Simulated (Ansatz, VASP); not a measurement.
# Two plane-wave programs on GaP

INCAR

```
SYSTEM = GaP
PREC = Accurate
ENCUT = 520
EDIFF = 1E-6
ISMEAR = 0
SIGMA = 0.05
LREAL = .FALSE.
LASPH = .TRUE.
NELM = 100
ALGO = Normal
ISIF = 2
LWAVE = .FALSE.
LCHARG = .FALSE.
GGA = PS
IVDW = 12
NBANDS = 16
```

Contents of KPOINTS:

```
Automatic mesh
0
G
  8 8 8
  0 0 0
```

Contents of POSCAR:

```
GaP
1.0
    0.0000000000      2.7310997010      2.7310997010
    2.7310997010      0.0000000000      2.7310997010
    2.7310997010      2.7310997010      0.0000000000
Ga P
1 1
Direct
    0.0000000000      0.0000000000      0.0000000000
    0.7500000000      0.7500000000      0.7500000000
```

Input for Ansatz:

```yaml
crystal:
  lattice:
    - [0.0, 2.731099701, 2.731099701]
    - [2.731099701, 0.0, 2.731099701]
    - [2.731099701, 2.731099701, 0.0]
  atoms:
    - { symbol: Ga, position: [0.0, 0.0, 0.0] }
    - { symbol: P, position: [0.75, 0.75, 0.75] }
basis:
  ecutwfc: 420
  ecutrho_ratio: 4
kpoints:
  mp_grid: { grid: [8, 8, 8] }
hamiltonian:
  xc: pbesol
  dispersion: d3bj
scf:
  occupations: { method: gaussian, width: 0.05 }
output:
  forces: true
  stress: true
  eigenvalues: true
```

Alike in both runs: task single point; functional PBEsol; dispersion D3(BJ); k mesh 8 × 8 × 8; occupations gaussian, width 0.05 eV; no spin polarisation.

|  | VASP | Ansatz |
| --- | --- | --- |
| version | VASP 6.6.1 | Ansatz 0.2.0 |
| potentials or method | VASP PAW PBE potentials, release 64 (Ga_d, P) | scalar-relativistic, plane waves, PAW |
| plane-wave cutoff (eV) | 520 | 420 |
| valence electrons in the cell | 18 | 18 |

VASP gave:

```
gap on the k mesh at the Fermi level (eV) : 1.53
least direct gap on the mesh (eV)         : 1.70
pressure (GPa)                            : -3.3
dispersion energy (meV/atom)              : -279.5
```

Which values does Ansatz return?

gap on the k mesh at the Fermi level (eV): 1.53; least direct gap on the mesh (eV): 1.69; pressure (GPa): -3.3; dispersion energy (meV/atom): -279.6.

Caveats: the PAW data sets were made with another functional, which shifts forces and pressure a little (VASP). As with any semilocal functional, this PBEsol gap is likely too small. A k mesh can miss the band edges.
